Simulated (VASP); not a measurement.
Here is a VASP 6.6.1 calculation.

File POSCAR:

```
BaTe
1.0
    6.0280372264      0.0000000000      0.0000000000
    0.0000000000      4.2624660000      0.0000000000
    0.0000000000      0.0000000000     15.0140186132
Ba Te
2 2
Direct
    0.0000000000      0.0000000000      0.3996265194
    0.5000000000      0.0000000000      0.6003734806
    0.5000000000      0.5000000000      0.3996265194
    0.0000000000      0.5000000000      0.6003734806
```

File INCAR.step1:

```
SYSTEM = BaTe
PREC = Accurate
ENCUT = 520
ISMEAR = -1
SIGMA = 0.05
LREAL = .False.
LASPH = .True.
NELM = 100
LDIPOL = .True.
IDIPOL = 3
DIPOL = 0.5 0.5 0.500
NBANDS = 24
GGA = PE
ALGO = Normal
EDIFF = 1E-4
LWAVE = .True.
LCHARG = .False.
```

INCAR.step2

```
SYSTEM = BaTe
PREC = Accurate
ENCUT = 520
EDIFF = 1E-7
ISMEAR = -1
SIGMA = 0.05
LREAL = .False.
LASPH = .True.
NELM = 100
ALGO = Normal
ISIF = 2
LWAVE = .False.
LCHARG = .True.
LDIPOL = .True.
IDIPOL = 3
DIPOL = 0.5 0.5 0.500
METAGGA = R2SCAN
LMIXTAU = .True.
IVDW = 13
VDW_S6 = 1.0
VDW_S8 = 0.6018749
VDW_A1 = 0.51559235
VDW_A2 = 5.77342911
LELF = .True.
LVHAR = .True.
LVACPOTAV = .True.
NBANDS = 24
ISTART = 1
```

File KPOINTS:

```
Automatic mesh
0
Gamma
  3 3 1
  0 0 0
```

Potentials or basis: VASP PAW PBE potentials, release 64 (Ba_sv, Te).

The run is started by

```console
$ cat potpaw_PBE.64/Ba_sv/POTCAR potpaw_PBE.64/Te/POTCAR > POTCAR
$ cp INCAR.step1 INCAR
$ mpirun -np 1 vasp_std > vasp.out
$ cp INCAR.step2 INCAR
$ mpirun -np 1 vasp_std > vasp.out
```

(1) What does it give for the dispersion energy per atom?

(2) What does it give for the band gap on the k mesh?

## Answers

(1) -0.059 eV.

(2) 1.06 eV, direct.

Caveat: the k mesh is coarse (spacing up to 0.49 Å⁻¹), so the values aren't converged; spin-orbit coupling is left out, which moves the levels of the heavy elements.
